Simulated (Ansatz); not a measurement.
input.yaml (Ansatz)

```yaml
crystal:
  lattice:
    - [0.0, 2.357735965, 2.357735965]
    - [2.357735965, 0.0, 2.357735965]
    - [2.357735965, 2.357735965, 0.0]
  atoms:
    - { symbol: In, position: [0.0, 0.0, 0.0] }
hamiltonian:
  xc: r2scan
  pseudopotentials:
    kind: paw
    azcp:
      In: "pseudopotentials/In.paw.azcp"
basis:
  ecutwfc: 500
  fft_grid_basis: typed
kpoints:
  mp_grid: { grid: [19, 19, 19], shift: [0, 0, 0] }
magnetization:
  spin_polarized: false
scf:
  occupations: { method: fermi_dirac, width: 0.1 }
```

Terminal output

```
Engine: ansatz 0.2.0, x86_64-unknown-linux-gnu
Pseudopotentials: kind: paw
Pseudopotential: In, paw, valence charge 13, recommended cutoff 500 eV (meta_gga) 
Functional definition: r2SCAN
  parameter k0 = 0.174
  parameter k1 = 0.065
  parameter a1 = 4.9479
  exchange = r2scan_x(k0 = k0, k1 = k1, a1 = a1)
  correlation = r2scan_c
Crystal: 1 atoms, lattice volume = 26.213 Å³
Basis set: ecut = 500 eV, 645 PW (Γ), exchange–correlation on 100×100×100 points (64 copies of the dense FFT grid, shifted against one another)
Bands: 11, of which v1, the nominal top of the filled ones, is band 7 counted from 1 (6 counted from 0)
Symmetry: 48 space group operations
Space group: Fm-3m (ITA 225), of the structure as read, at distance tolerance 3.0e-5 Å
k-points: 220 of 6859
Non-local potential: In, projectors of the file, l = 0: 2, l = 1: 2, l = 2: 2, l = 3: 2
PAW form: soft (Blöchl's): semilocal exchange-correlation on the pseudo side does not see the compensation charge
PAW frozen core: In, regenerated for the run's functional (the file was generated under x = pbe(κ = 0.804, μ = 0.2195149727645171), c = pbe(β = 0.06672455060314922))
PAW one-centre angular grid: In, 590 points (default); XC on 289 of its mesh's 2783 points in the sphere
Initial density: superposition of atomic densities (neutral atoms: chi_scale 0, normalization atom), corrected by the library's trained network
Initial wavefunctions: pseudopotential atomic-orbital guess
Functional: x = r2scan, c = r2scan; τ floored in thin density (d = 2e-4 eV/Å³)
SCF iter   1: F=—  HF=-5611.821864 eV  |F-HF|=—  |Δ(HF+E_count)|=         —  Δρ=8.01e-3  dr2=8.78e-3  dr2_τ=1.25e-3  ethr=1.77e-3  ⟨swp⟩=5.0  Hψ=14659  notcnv=0
SCF iter   2: F=—  HF=-5611.825740 eV  |F-HF|=—  |Δ(HF+E_count)|=   3.88e-3  Δρ=3.61e-3  dr2=1.80e-3  dr2_τ=7.96e-5  ethr=6.76e-5  ⟨swp⟩=3.0  Hψ=6501  notcnv=0  defer=58
SCF iter   3: F=—  HF=-5611.825752 eV  |F-HF|=—  |Δ(HF+E_count)|=   1.22e-5  Δρ=4.59e-4  dr2=3.04e-5  dr2_τ=1.13e-6  ethr=1.38e-5  ⟨swp⟩=3.0  Hψ=3776  notcnv=0  defer=58
SCF iter   4: F=—  HF=-5611.825774 eV  |F-HF|=—  |Δ(HF+E_count)|=   2.24e-5  Δρ=4.40e-5  dr2=4.56e-7  dr2_τ=6.96e-8  ethr=2.34e-7  ⟨swp⟩=2.0  Hψ=2693  notcnv=0  defer=58
iter 5 did not close the SCF: its close was put off for the readings that it lacked (scf_convergence_deferred on its scf_iter line)
SCF iter   5: F=-5611.825775 eV  HF=-5611.825775 eV  |F-HF|=7.18e-8  |Δ(HF+E_count)|=   8.20e-7  Δρ=2.00e-5  dr2=6.58e-8  dr2_τ=3.75e-9  ethr=3.51e-9  ⟨swp⟩=2.9  Hψ=3826  notcnv=0  defer=58
SCF iter   6: F=-5611.825775 eV  HF=-5611.825775 eV  |F-HF|=2.91e-9  |Δ(HF+E_count)|=   9.42e-8  Δρ=3.37e-6  dr2=3.54e-9  dr2_τ=5.17e-11  ethr=5.06e-10  ⟨swp⟩=1.0  Hψ=7049  notcnv=0
SCF 1 converged in 6 iterations: F = -5611.825775 eV  dr2 = 3.54e-9
SCF converged after 6 iterations
Free energy (F): -5611.825775 eV
Harris-Foulkes:  -5611.825775 eV  (|F-HF|=2.91e-9)
Internal energy: -5611.812028 eV  (E = F + TS)
E sigma→0 (E₀):  -5611.818901 eV
Entropy (-TS):   -0.013748 eV (-13.748 meV/atom)
Fermi energy:    10.221233 eV
--- Per-component energies (eV) ---
  E_band       = -31.176329
  E_kinetic    = 241.244540
  E_local      = -1078.184569  (includes V_loc(G=0)·N_el)
  E_nonlocal   = 366.577933
  E_hartree    = 423.649527
  E_xc         = -201.524522
  E_vxc        = -107.648524  (∫ρ·V_xc dr)
  E_paw        = -4181.472728  (= ΣΔE_a)
  E_vpaw       = -308.116202  (= ΣTr[D̂ρ^β])
  E_aug_tail   = 0.000008  (compensation charges beyond the density's cutoff)
  E_vtau       = 7.653057  (kinetic-family band-sum trace: ∫τ·v_τ [+ j·A + Jᵃ·Aᵃ] dr)
  E_ewald      = -1183.067762
  E_core_change = 0.965546  (= ΣΔE_core)
  E_smearing   = -0.013748  (= −TS)
  E_closure    = -0.000000  (closes the sum)
  Σ components = -5611.825775   (vs F -5611.825775, Δ=0.00e0)
```

Command:

```sh
ansatz run input.yaml --threads 1 --pin off --max-ram 3584MiB --backend cpu --events-out ev --progress --plain --runs-dir out
```

On 1 thread of Intel(R) Xeon(R) Platinum 8259CL CPU @ 2.50GHz (Skylake/Cascade Lake) (shared host) this took about 12 s of wall time and 10 s of CPU time.
